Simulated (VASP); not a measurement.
# SnSe in VASP: Born charges and dielectric tensor with LDA

Aim: the Born charges and dielectric tensor of SnSe with LDA.

Everything below comes from runs of VASP 6.6.1. Logs are shortened: lines on timing, memory, paths and dates and some standing lists are left out, and cuts for length are marked.

## Step 1: The slab as given

The cell holds a slab with vacuum, 4 atoms: a = 4.193 Å, b = 4.193 Å, c = 10.963 Å, α = 90.00°, β = 90.00°, γ = 90.00°.

## Step 2: Born charges and dielectric tensor, LDA

Input file INCAR:

```
SYSTEM = SnSe
  PREC = Accurate
  ENCUT = 600
  EDIFF = 1E-8
  ISMEAR = 0
  SIGMA = 0.02
  LREAL = .FALSE.
  LASPH = .TRUE.
  NELM = 100
  ALGO = Normal
  ISIF = 2
  LWAVE = .FALSE.
  LCHARG = .FALSE.
  LEPSILON = .TRUE.
  IBRION = 8
  NSW = 1
```

Input file KPOINTS:

```
Automatic mesh
0
G
  6 6 4
  0 0 0
```

Input file POSCAR:

```
SnSe
1.0
    4.1926300000      0.0000000000      0.0000000000
    0.0000000000      4.1926300000      0.0000000000
    0.0000000000      0.0000000000     10.9632800000
Sn Se
2 2
Direct
    0.5000000000      0.0000000000      0.3777900000
    0.0000000000      0.5000000000      0.6222100000
    0.5000000000      0.0000000000      0.6221700000
    0.0000000000      0.5000000000      0.3778300000
```

Potentials or basis: VASP PAW LDA potentials, release 64 (Sn_d, Se).

Launch:

```console
$ cat potpaw_LDA.64/Sn_d/POTCAR potpaw_LDA.64/Se/POTCAR > POTCAR
$ mpirun -np 1 vasp_std > vasp.out
```

OUTCAR:

```text
SYSTEM = SnSe
   PREC = Accurate
   ENCUT = 600
   EDIFF = 1E-8
   ISMEAR = 0
   LREAL = .FALSE.
   LASPH = .TRUE.
   NELM = 100
   ISIF = 2
   LEPSILON = .TRUE.
   IBRION = 8
   NSW = 1

 ion  position               nearest neighbor table
   1  0.500  0.000  0.378-   3 2.68   4 2.96   4 2.96   4 2.96   4 2.96
   2  0.000  0.500  0.622-   4 2.68   3 2.96   3 2.96   3 2.96   3 2.96
   3  0.500  0.000  0.622-   1 2.68   2 2.96   2 2.96   2 2.96   2 2.96
   4  0.000  0.500  0.378-   2 2.68   1 2.96   1 2.96   1 2.96   1 2.96

  LATTYP: Found a simple tetragonal cell.
 ALAT       =     4.1926300000
 C/A-ratio  =     2.6148932770

  Lattice vectors:

 A1 = (   4.1926300000,   0.0000000000,   0.0000000000)
 A2 = (   0.0000000000,   4.1926300000,   0.0000000000)
 A3 = (   0.0000000000,   0.0000000000,  10.9632800000)

Analysis of symmetry for initial positions (statically):
=====================================================================
 Subroutine PRICEL returns:
 Original cell was already a primitive cell.

 Routine SETGRP: Setting up the symmetry group for a
 simple tetragonal supercell.

 Subroutine GETGRP returns: Found 16 space group operations
 (whereof  8 operations were pure point group operations)
 out of a pool of 16 trial point group operations.

The static configuration has the point symmetry D_2d.
 The point group associated with its full space group is D_4h.

Analysis of symmetry for dynamics (positions and initial velocities):
=====================================================================
 Subroutine PRICEL returns:
 Original cell was already a primitive cell.

 Routine SETGRP: Setting up the symmetry group for a
 simple tetragonal supercell.

 Subroutine GETGRP returns: Found 16 space group operations
 (whereof  8 operations were pure point group operations)
 out of a pool of 16 trial point group operations.

The dynamic configuration has the point symmetry D_2d.
 The point group associated with its full space group is D_4h.

 Subroutine INISYM returns: Found 16 space group operations
 (whereof  8 operations are pure point group operations),
 and found     1 'primitive' translations

----------------------------------------------------------------------------------------

                                     Primitive cell

  volume of cell :     192.7141

  direct lattice vectors                    reciprocal lattice vectors
     4.192630000  0.000000000  0.000000000     0.238513773  0.000000000  0.000000000
     0.000000000  4.192630000  0.000000000     0.000000000  0.238513773  0.000000000
     0.000000000  0.000000000 10.963280000     0.000000000  0.000000000  0.091213578

  length of vectors
     4.192630000  4.192630000 10.963280000     0.238513773  0.238513773  0.091213578

  position of ions in fractional coordinates (direct lattice)
     0.500000000  0.000000000  0.377790000
     0.000000000  0.500000000  0.622210000
     0.500000000  0.000000000  0.622170000
     0.000000000  0.500000000  0.377830000

  ion indices of the primitive-cell ions
   primitive index   ion index
                 1           1
                 2           2
                 3           3
                 4           4

----------------------------------------------------------------------------------------

 KPOINTS: Automatic mesh

Automatic generation of k-mesh.
 Grid dimensions read from file:
 generate k-points for:    6    6    4

 Generating k-lattice:

  Cartesian coordinates                     Fractional coordinates (reciprocal lattice)
     0.039752295  0.000000000  0.000000000     0.166666667  0.000000000  0.000000000
[... 801 lines left out ...]
  ---------------------------------------------------
  free energy    TOTEN  =        -8.53745430 eV

  energy without entropy =       -8.53745430

------------------------ aborting loop because EDIFF is reached ----------------------------------------

--------------------------------------- Ionic step        2  -------------------------------------------

------------------------ aborting loop because EDIFF is reached ----------------------------------------

--------------------------------------- Ionic step        3  -------------------------------------------

------------------------ aborting loop because EDIFF is reached ----------------------------------------

 PIEZOELECTRIC TENSOR FIELD DIRECTION 3  (e Angst)
 -----------------------------------------------------------------------------
    -0.00021  0.00000  0.00000           ( -0.00000  0.00000  0.00000)
     0.00000 -0.00021  0.00000           (  0.00000 -0.00000  0.00000)
     0.00000  0.00000  0.00055           (  0.00000  0.00000  0.00000)

 PIEZOELECTRIC TENSOR FIELD DIRECTION 3  (C/m^2)
 -----------------------------------------------------------------------------
    -0.00002  0.00000  0.00000
     0.00000 -0.00002  0.00000
     0.00000  0.00000  0.00005

[... ionic steps 4 to 9 ...]

--------------------------------------- Ionic step       10  -------------------------------------------

------------------------ aborting loop because EDIFF is reached ----------------------------------------

[... ionic steps 11 to 11 ...]

--------------------------------------- Ionic step       12  -------------------------------------------

 Free energy of the ion-electron system (eV)
  ---------------------------------------------------
  ---------------------------------------------------
  free energy    TOTEN  =        -0.10196233 eV

  energy without entropy =       -0.10196233

------------------------ aborting loop because EDIFF is reached ----------------------------------------

 INTERNAL STRAIN TENSOR  FOR ION    3  DIRECTION 3   (eV/Angst):
 -----------------------------------------------------------------------------
    -1.78207  0.00000  0.00000
     0.00000 -1.78207  0.00000
     0.00000  0.00000-13.37280

 MACROSCOPIC STATIC DIELECTRIC TENSOR (including local field effects in DFT)
 ------------------------------------------------------
          16.337112     0.000000     0.000000
           0.000000    16.337112     0.000000
           0.000000    -0.000000     1.994498
 ------------------------------------------------------

 PIEZOELECTRIC TENSOR (including local field effects)  for field in x, y, z        (e  Angst)
          XX          YY          ZZ          XY          YZ          ZX
  --------------------------------------------------------------------------------
  x     0.00000     0.00000     0.00000     0.00000     0.00000     0.00000
  y     0.00000     0.00000     0.00000     0.00000     0.00000     0.00000
  z     0.00000     0.00000     0.00000     0.00000     0.00000     0.00000

 PIEZOELECTRIC TENSOR (including local field effects)  for field in x, y, z        (C/m^2)
          XX          YY          ZZ          XY          YZ          ZX
  --------------------------------------------------------------------------------
  x     0.00000     0.00000     0.00000     0.00000     0.00000     0.00000
  y     0.00000     0.00000     0.00000     0.00000     0.00000     0.00000
  z     0.00000     0.00000     0.00000     0.00000     0.00000     0.00000

 BORN EFFECTIVE CHARGES (including local field effects) (in |e|, cummulative output)
 ---------------------------------------------------------------------------------
 ion    1
    1     5.86950     0.00000     0.00000
    2     0.00000     5.86950     0.00000
    3     0.00000     0.00000     0.33719
 ion    2
    1     5.86950     0.00000     0.00000
    2     0.00000     5.86950    -0.00000
    3     0.00000     0.00000     0.33719
 ion    3
    1    -5.86950     0.00000     0.00000
    2     0.00000    -5.86950     0.00000
    3     0.00000     0.00000    -0.33719
 ion    4
    1    -5.86950     0.00000     0.00000
    2     0.00000    -5.86950    -0.00000
    3     0.00000     0.00000    -0.33719

 INTERNAL STRAIN TENSOR FOR ION    4 for displacements in x,y,z  (eV/Angst):
          X           Y           Z          XY          YZ          ZX
  --------------------------------------------------------------------------------
  x     0.00000     0.00000     0.00000     0.00000     0.00000     2.72327
  y     0.00000     0.00000     0.00000     0.00000     2.69562     0.00000
  z     1.78207     1.78207    13.37280     0.00000     0.00000     0.00000

 SECOND DERIVATIVES (NOT SYMMETRIZED)
 ------------------------------------
               1X          1Y          1Z          2X          2Y          2Z          3X          3Y          3Z          4X          4Y          4Z
  1X    -0.656643    0.000000    0.000000    0.555291    0.000000    0.000000   -0.412807    0.000000    0.000000    0.514159    0.000000    0.000000
  1Y     0.000000   -0.656643    0.000000    0.000000    0.555291    0.000000    0.000000   -0.412807    0.000000    0.000000    0.514159    0.000000
  1Z     0.000000    0.000000   -6.277744    0.000000    0.000000   -0.266255    0.000000    0.000000    5.472561    0.000000    0.000000    1.071438
  2X     0.555291    0.000000    0.000000   -0.656643    0.000000    0.000000    0.514159    0.000000    0.000000   -0.412807    0.000000    0.000000
  2Y     0.000000    0.555291    0.000000    0.000000   -0.656643    0.000000    0.000000    0.514159    0.000000    0.000000   -0.412807    0.000000
  2Z     0.000000    0.000000   -0.266255    0.000000    0.000000   -6.277744    0.000000    0.000000    1.071438    0.000000    0.000000    5.472561
  3X    -0.399692    0.000000    0.000000    0.527886    0.000000    0.000000   -1.629704    0.000000    0.000000    1.501510    0.000000    0.000000
  3Y     0.000000   -0.399692    0.000000    0.000000    0.527886    0.000000    0.000000   -1.629704    0.000000    0.000000    1.501510    0.000000
  3Z     0.000000    0.000000    5.488862    0.000000    0.000000    1.089576    0.000000    0.000000   -6.006706    0.000000    0.000000   -0.571732
  4X     0.527886    0.000000    0.000000   -0.399692    0.000000    0.000000    1.501510    0.000000    0.000000   -1.629704    0.000000    0.000000
  4Y     0.000000    0.527886    0.000000    0.000000   -0.399692    0.000000    0.000000    1.501510    0.000000    0.000000   -1.629704    0.000000
  4Z     0.000000    0.000000    1.089576    0.000000    0.000000    5.488862    0.000000    0.000000   -0.571732    0.000000    0.000000   -6.006706

 Eigenvectors and eigenvalues of the dynamical matrix
 ----------------------------------------------------

   1 f  =    5.816759 THz    36.547774 2PiTHz  194.026192 cm-1    24.056171 meV
             X         Y         Z           dx          dy          dz
      2.096315  0.000000  4.141818     0.000000   -0.000000   -0.446204
      0.000000  2.096315  6.821462    -0.000000    0.000000   -0.446204
      2.096315  0.000000  6.821024     0.000000   -0.000000    0.548546
      0.000000  2.096315  4.142256    -0.000000    0.000000    0.548546
[... 71 lines left out ...]
  12 f/i=    0.043474 THz     0.273153 2PiTHz    1.450125 cm-1     0.179792 meV
             X         Y         Z           dx          dy          dz
      2.096315  0.000000  4.141818    -0.570670   -0.039174    0.000000
      0.000000  2.096315  6.821462    -0.570670   -0.039174    0.000000
      2.096315  0.000000  6.821024    -0.414718   -0.028468    0.000000
      0.000000  2.096315  4.142256    -0.414718   -0.028468    0.000000

--------------------------------------------------------------------------------------------------------

 MACROSCOPIC STATIC DIELECTRIC TENSOR IONIC CONTRIBUTION
 ------------------------------------------------------
         559.879270     0.000000    -0.000000
           0.000000   559.879270    -0.000000
          -0.000000    -0.000000     0.032543
 ------------------------------------------------------

 ELASTIC MODULI CONTR FROM IONIC RELAXATION (kBar)
 Direction    XX          YY          ZZ          XY          YZ          ZX
 --------------------------------------------------------------------------------
 XX         -17.4861    -17.4861    -96.5137      0.0000      0.0000      0.0000
 YY         -17.4861    -17.4861    -96.5137      0.0000      0.0000      0.0000
 ZZ         -96.5137    -96.5137   -618.8212      0.0000      0.0000      0.0000
 XY           0.0000      0.0000      0.0000      0.0000      0.0000      0.0000
 YZ           0.0000      0.0000      0.0000      0.0000    -73.4163      0.0000
 ZX           0.0000      0.0000      0.0000      0.0000      0.0000    -71.5027
 --------------------------------------------------------------------------------

 PIEZOELECTRIC TENSOR IONIC CONTR  for field in x, y, z        (C/m^2)
          XX          YY          ZZ          XY          YZ          ZX
  --------------------------------------------------------------------------------
  x     0.00000     0.00000     0.00000     0.00000     0.00000    -0.00000
  y    -0.00000    -0.00000    -0.00000     0.00000    -0.00000    -0.00000
  z     0.00000     0.00000    -0.00000     0.00000     0.00000    -0.00000
```

Run time: 44 min. Hardware: 1 thread of Intel Xeon Platinum 8488C (Sapphire Rapids), shared host; peak memory 0.95 GiB.

Results:

- Band gap on the k mesh: 1.45 eV, indirect (least direct gap 1.51 eV)
- Electronic dielectric tensor (diagonal): 16.34, 16.34, 1.99
- Born charges (mean of the diagonal): Sn +4.03; Se -4.03 e
- Highest phonon frequency at Γ, LO-TO splitting left out: 194 cm⁻¹

Phonon frequencies in cm⁻¹ (negative: imaginary):
```tsv
q point	frequencies
(0.000, 0.000, 0.000)	-1 -1 0 26 26 45 45 60 107 107 170 194
```

Electronic dielectric tensor:
```
16.34  0.00  0.00
 0.00 16.34  0.00
 0.00  0.00  1.99
```

Born effective charge tensors (e):
atom 1, Sn
```
5.87 0.00 0.00
0.00 5.87 0.00
0.00 0.00 0.34
```
atom 2, Sn
```
5.87 0.00 0.00
0.00 5.87 0.00
0.00 0.00 0.34
```
atom 3, Se
```
-5.87  0.00  0.00
 0.00 -5.87  0.00
 0.00  0.00 -0.34
```
atom 4, Se
```
-5.87  0.00  0.00
 0.00 -5.87  0.00
 0.00  0.00 -0.34
```

Caveat: spin-orbit coupling is left out, which moves the levels of the heavy elements.
